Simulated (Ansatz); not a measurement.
The bulk modulus of GaP from a series of volumes

Reference cell: an entry of the Crystallography Open Database (COD), whose atoms a relaxation with PBE at fixed cell left in place.

```
Ga P
1.0
     0.00000    2.72525    2.72525
     2.72525    0.00000    2.72525
     2.72525    2.72525    0.00000
Ga P
1 1
Direct
  0.00000 0.00000 0.00000
  0.25000 0.25000 0.25000
```

Atom numbers follow the list; atoms alike are taken as one site, whose name carries the number of the first.

All values are calculated (Ansatz; DFT, PBE, plane waves and PAW, scalar-relativistic, 420 eV cutoff, Γ-centred 14×14×14 k-points, Fermi–Dirac smearing 0.02 eV), not measured.

The cell is scaled uniformly, and the ions relax again at each size.

| V/V₀ | pressure (GPa) | gap on the k-mesh (eV) |
| --- | --- | --- |
| 0.94 | 8.7 | 1.48 |
| 0.96 | 6.4 | 1.52 |
| 0.98 | 4.4 | 1.56 |
| 1.00 | 2.5 | 1.59 |
| 1.02 | ? | ? |
| 1.04 | -0.7 | 1.51 |
| 1.06 | -2.0 | 1.35 |

(1) Estimate the row at V/V₀ = 1.02 and the bulk modulus.

Answers

(1) pressure (GPa): 0.8; gap on the k-mesh (eV): 1.61. Worked: a parabola in ln(V/V₀) through the other 6 rows gives 0.8 GPa there. It crosses zero pressure at V/V₀ = 1.031, the equilibrium volume of this functional, where the bulk modulus is B = −dP/d ln V = 77 GPa. The gap doesn't follow a straight line in the volume: it is largest at V/V₀ = 1.02 (1.61 eV) and smallest at 1.06 (1.35 eV).

PBE gaps are too small, by a third to a half in many semiconductors; their changes with volume are better.
